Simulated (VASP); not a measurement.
HfO2 under changes of volume

One of the cells (10.916 Å³/atom); the others are scaled copies at fixed shape and fractional positions:

```xyz
6
Lattice="3.5598 0.0000 0.0000 0.0000 3.5598 0.0000 0.0000 0.0000 5.1685" Properties=species:S:1:pos:R:3 pbc="T T T"
Hf    0.0000    3.5598    0.0000
Hf    1.7799    1.7799    2.5842
O     3.5598    1.7799    1.0192
O     1.7799    3.5598    1.5651
O     1.7799    3.5598    4.1493
O     0.0000    1.7799    3.6034
```

Measurements of this composition are mostly on another form, of space group No. 14.

| Property | Result |
| --- | --- |
| Program | VASP 6.6.1 |
| Functional | r2SCAN |
| Potentials or basis | VASP PAW PBE potentials, release 64 (Hf_pv, O) |
| Cutoff | 520 eV |
| k mesh | 8 × 8 × 4 |
| Occupations | gaussian, width 0.02 eV |
| Spin | no spin polarisation |

```csv
volume (Å³/atom),energy over the lowest point (meV/atom),pressure (GPa),gap on the mesh (eV),largest force (eV/Å)
10.479,17.46,12.3,5.44,0.249
10.698,?,?,?,?
10.916,0.00,0.3,5.29,0.000
11.134,2.78,-4.8,5.21,0.112
11.353,12.23,-9.5,5.12,0.215
```

Q: What does the run at 10.698 Å³/atom give?

A: Energy over the lowest point 4.62 meV/atom; pressure 6.0 GPa; gap on the mesh 5.38 eV; largest force 0.120 eV/Å.

Worked out: A Birch-Murnaghan fit of order 2 (a polynomial in V^(-2/3)) to the other rows has its minimum at 10.94 Å³/atom with B0 = V·E''(V) = 268 GPa at fixed shape and positions, which overstates the stiffness. It gives 4.63 meV/atom at 10.698 Å³/atom, against the run's 4.62, and -dE/dV = 6.3 GPa, against 6.0. A straight line through the other rows of the gap, of slope -3.96 eV per unit of ln V, gives 5.36 eV, against the run's 5.38.

Energies are extrapolated to zero smearing.

Caveats: the PAW data sets were made with another functional, which shifts forces and pressure a little; spin-orbit coupling is left out, which moves the levels of the heavy elements.

A mesh can miss the band edges.
